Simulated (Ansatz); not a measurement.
# ScAl$_{2}$: how the plane-wave cutoff moves the results

These are results of Ansatz 0.2.0, DFT r2SCAN, scalar-relativistic, plane waves, PAW, not measurements.

```
Sc Al
1.0
     0.00000    3.77765    3.77765
     3.77765    0.00000    3.77765
     3.77765    3.77765    0.00000
Sc Al
2 4
Cartesian
  3.7777 3.7777 3.7777
  5.6665 5.6665 5.6665
  0.9444 0.9444 0.9444
  0.9444 2.8332 2.8332
  2.8332 0.9444 2.8332
  2.8332 2.8332 0.9444
```

| Property | Result |
| --- | --- |
| Γ-centred k-mesh | 8×8×8 |
| occupation rule | Gaussian smearing, 0.1 eV |
| spin treatment | unpolarised |
| valence charge of the PAW sets | Sc 11, Al 3 |

The atoms are held and the plane-wave cutoff is swept. Energies are extrapolated to zero smearing and count from the reference run, 850 eV. The cell isn't necessarily relaxed at this level. Pressure is positive in compression and holds a correction for the finite cutoff (Pulay stress).

Times are rough; the reference took 48 s on 1 thread of Intel(R) Xeon(R) Processor @ 2.50GHz (Skylake/Cascade Lake) (shared host), peak memory 1.2 GiB.

Problem. Tried: 150, 200, 250, 300, 350, 380, 460, 500, 520, 600, 700, 850 eV. From which plane-wave cutoff on does the energy per atom stay within 100, 10 and 1 meV of the reference?

Solution. 300 for 100 meV, 350 for 10 meV, 600 for 1 meV. The reference itself isn't shown to be converged.

| cutoff (eV) | ΔE (meV/atom) | P (GPa) | plane waves at Γ | wall time (s) |
| --- | --- | --- | --- | --- |
| 150 | 5139 | 3.80 | 459 | 6.6 |
| 200 | 993 | 2.35 | 701 | 7.7 |
| 250 | 197 | -0.19 | 941 | 9.4 |
| 300 | 41.5 | 0.37 | 1243 | 13 |
| 350 | 9.73 | 0.10 | 1639 | 14 |
| 380 | 5.37 | 0.04 | 1837 | 15 |
| 460 | 2.05 | 0.03 | 2421 | 21 |
| 500 | 1.34 | 0.03 | 2733 | 27 |
| 520 | 1.08 | 0.02 | 2891 | 26 |
| 600 | 0.53 | 0.01 | 3647 | 32 |
| 700 | 0.32 | 0.01 | 4573 | 40 |
| 850 | 0.00 | 0.02 | 5985 | 48 |